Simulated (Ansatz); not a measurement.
## SnO: the change of energy above lowest point with volume scale

Results calculated with Ansatz 0.2.0, not measured. Free energy against uniform scaling of the volume at fixed shape and fractions; periodic cell, basis, potentials, k mesh and filling as listed.

The cell before it is scaled or strained (space group P4/nmm, No. 129):
```
SnO
1.0
      3.7986     0.0000     0.0000
      0.0000     3.7986     0.0000
      0.0000     0.0000     4.8408
Sn O
2 2
Direct
  0.50000 0.00000 0.23690
  0.00000 0.50000 0.76310
  0.00000 0.00000 0.00000
  0.50000 0.50000 0.00000
```

Settings of every row: functional PBE; dispersion none; potentials PAW; wave cutoff 500 eV; density cutoff 2000 eV; k mesh 6x6x4; k shift 0x0x0; occupations fermi dirac; smearing width 0.1 eV; spin none.

Limits: coarse k mesh, up to 40 meV an atom off.

```csv
row,volume scale,V (Å³/atom),energy above lowest point (meV/atom)
1,0.92,16.065,95.1
2,0.9467,16.532,57.2
3,0.9733,16.996,30.1
4,1,17.462,?
5,1.0267,17.929,2.6
6,1.0533,18.393,0
7,1.08,18.859,3.5
```

Question: what energy above lowest point should row 4 give?

Worked fit of energy above lowest point. Take u = (V_r/V)^(2/3) − 1 with V_r = 17.462 Å³ an atom, which is twice the finite (Eulerian) strain; such expansions in the strain, on which the Birch-Murnaghan equation of state is built, carry the rest volume and the bulk modulus. The shown rows have u = 0.05716, 0.03716, 0.0182, -0.01744, -0.03404, -0.05001. Least squares give energy above lowest point = 12.31 + 762.9 × u + 11858 × u² + 2419 × u³ meV/atom; a parabola predicts inner rows, each left out in turn, worse (root mean square 0.14 against 0.062 meV/atom). All shown rows lie on it to the printed digit. Its lowest point lies at u = -0.0325, or V = 18.35 Å³ an atom, and the curvature there gives the bulk modulus at fixed shape and fractions, B = (4/9)(1 + u)² E″(u)/V = 84.4 GPa. Letting shape and atoms relax would as a rule lower it, by much in layered, chain or molecular crystals. The withheld row has u = 0, so the fit gives 12.31 + 762.9 × (0) + 11858 × (0)² + 2419 × (0)³ = 12.3 meV/atom.

The calculation gave 12.3 meV/atom. The fit meets it to the printed digit.
